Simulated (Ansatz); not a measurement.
This is a relaxation of cell and atoms with Ansatz 0.2.0 on BeTe (zincblende); the level of theory is PBEsol. The starting cell comes from a relaxation with PBE.

```yaml
crystal:
  lattice:
    - [0.0, 2.8319820891, 2.8319820891]
    - [2.8319820891, 0.0, 2.8319820891]
    - [2.8319820891, 2.8319820891, 0.0]
  atoms:
    - { symbol: Be, position: [0.0, 0.0, 0.0] }
    - { symbol: Te, position: [0.25, 0.25, 0.25] }
kpoints:
  mp_grid: { grid: [8, 8, 8] }
hamiltonian:
  xc: pbesol
scf:
  occupations: { method: fermi_dirac, width: 0.02 }
relax:
  f_tol: 0.005
  cell: {}
output:
  write_density: true
  write_potential: true
  elf: true
  volumetric_format: npy
```

Some lines of the output have been replaced by numbered gaps.
```
Functional definition: PBEsol
Crystal: 2 atoms, lattice volume = 45.426 Å³
Basis set: ecut = 420 eV, 893 PW (Γ)
[1]
Symmetry: 24 space group operations
Space group: F-43m (ITA 216)
[2]
preconditioner: auto → none  [insulator: Δε(μ)=1.919 eV  σ=0.020 eV  ℏωp=15.6 eV]
relax step 1: F+E_penalty+E_count = -6992.55726472 eV  P = -1.787 GPa  Ω = 45.426 Å³
--- Relaxed structure (3 steps of the walk, 3 accepted, 1 SCFs on fresh bases) ---
[3]
```

Problem. What stood in the gaps? They hold the relaxed structure, the count of irreducible k points, the band count.

Solution.
```
[1]
Bands: 13, of which v1, the nominal top of the filled ones, is band 9 counted from 1 (8 counted from 0)
[2]
k-points: 29 of 512 (time reversal used)
[3]
  F+E_penalty+E_count = -6992.56531883 eV
  cell:  # Å, volume = 44.0442 Å³
    - [0.000000, 2.802978, 2.802978]
    - [2.802978, 0.000000, 2.802978]
    - [2.802978, 2.802978, 0.000000]
  atoms:
    - { symbol: Be, position: [0.000000, 0.000000, 0.000000] }
    - { symbol: Te, position: [0.250000, 0.250000, 0.250000] }
```
Only the leading digits can be foreseen; the rest is this run's record.

The walk took 3 steps and changed the volume by -3.0 %. The last SCF, on a fresh basis, lies 4.0 meV an atom below the first. At the end: it is cubic, F-43m (No. 216); a = 5.606 Å in the conventional setting, 22.02 Å³ an atom. Be is surrounded by 4 Te at 2.43 Å; Te is surrounded by 4 Be at 2.43 Å.

Command: `ansatz run input.yaml --threads 4 --pin off --max-ram 7372MiB --backend cpu --events-out ev --progress --plain --runs-dir out`. It took 2.3 s on 4 threads of Arm Neoverse V1, on a shared host; peak host memory 0.34 GiB.

Calculated for a static, non-magnetic cell.

Spin-orbit coupling is left out, which matters wherever the heavy atoms make up the band edges.
